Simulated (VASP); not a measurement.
The system is TiO.

```
Ti O
1.0
     3.03100    0.00000    0.00000
    -1.51550    2.62492    0.00000
     0.00000    0.00000    3.23770
Ti O
1 1
Direct
  0.66667 0.33333 0.00000
  0.00000 0.00000 0.50000
```

| Item | Value |
| --- | --- |
| Program | VASP 6.6.1 |
| Task | relaxation of cell and atoms |
| Functional | BLYP |
| Potentials or basis | VASP PAW PBE potentials, release 64 (Ti_sv, O) |
| Cutoff | 600 eV |
| k mesh | 10 × 10 × 8 |
| Occupations | fermi-dirac, width 0.05 eV |
| Spin | no spin polarisation |

At the start: pressure -30.7 GPa; volume 12.88 Å³/atom.

**Question.** How do energy, volume and symmetry change on relaxing?

**Answer.** Over 11 steps the energy falls by 366.4 meV/atom and the volume is 10.13 Å³/atom (-21.3 %); space group P-6m2 (No. 187, to 0.05 Å).

Step by step:
```csv
step,energy change (eV),largest force (eV/Å),pressure (GPa),volume (Å³)
1,0.0000,0.0000,-30.67,25.76
2,-0.3950,0.0000,43.33,17.57
3,-0.7312,0.0000,-0.46,20.29
4,-0.7315,0.0000,0.44,20.19
5,-0.7310,0.0000,1.66,20.09
6,-0.7325,0.0000,-1.12,20.37
7,-0.7328,0.0000,-0.41,20.30
8,-0.7328,0.0000,-0.26,20.29
9,-0.7328,0.0000,-0.35,20.29
10,-0.7329,0.0000,0.13,20.26
11,-0.7329,0.0000,0.04,20.27
```

Final structure:
```
Ti O
1.0
     2.85942    0.00000    0.00000
    -1.42971    2.47633    0.00000
     0.00000    0.00000    2.86242
Ti O
1 1
Cartesian
  1.4297 0.8254 0.0000
  0.0000 0.0000 1.4312
```

Caveat: the volume moved by over 15 % at a fixed basis, so the end points are rough; the PAW data sets were made with another functional, which shifts forces and pressure a little; the volume moved by -21 % from the deposited cell, more than functionals usually miss.
